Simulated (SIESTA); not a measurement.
# Pt under changes of volume

One of the cells (15.815 Å³/atom); the others are scaled copies at fixed shape and fractional positions:

```
Pt
1.0
     2.76067    0.00000    0.00000
    -1.38033    2.39081    0.00000
     0.00000    0.00000    4.79213
Pt
2
Direct
  0.33333 0.66667 0.25000
  0.66667 0.33333 0.75000
```

This isn't the form of Pt at room conditions, which is fcc.

- Program: SIESTA 5.4.2
- Functional: LDA
- Potentials or basis: PseudoDojo 0.4 standard (LDA files)
- Basis: DZP (energy shift 0.003 Ry; two zetas on semicore shells)
- Grid cutoff: 800 Ry
- Energy shift: 0.003 Ry
- k mesh: 11 × 11 × 6
- Occupations: fermi-dirac, width 0.05 eV
- Spin: no spin polarisation

```tsv
volume (Å³/atom)	energy over the lowest point (meV/atom)	pressure (GPa)
14.866	0.16	3.5
15.182	0.00	-2.9
15.498	11.76	-8.6
15.815	?	?
16.131	65.51	-17.9
16.447	104.80	-21.5
16.763	150.82	-24.7
```

Q: What does the run at 15.815 Å³/atom give?

A: Energy over the lowest point 34.05 meV/atom; pressure -13.6 GPa.

Worked out: A Birch-Murnaghan fit of order 3 (a polynomial in V^(-2/3)) to the other rows has its minimum at 15.03 Å³/atom with B0 = V·E''(V) = 310 GPa and B' = 5.6 at fixed shape and positions, which overstates the stiffness. It gives 34.14 meV/atom at 15.815 Å³/atom, against the run's 34.05, and -dE/dV = -13.7 GPa, against -13.6.

Energies are extrapolated to zero smearing.

Caveats: short orbitals over semicore shells can move pressures by several GPa; the basis of atomic orbitals isn't converged, which shifts pressures, moduli and gaps.
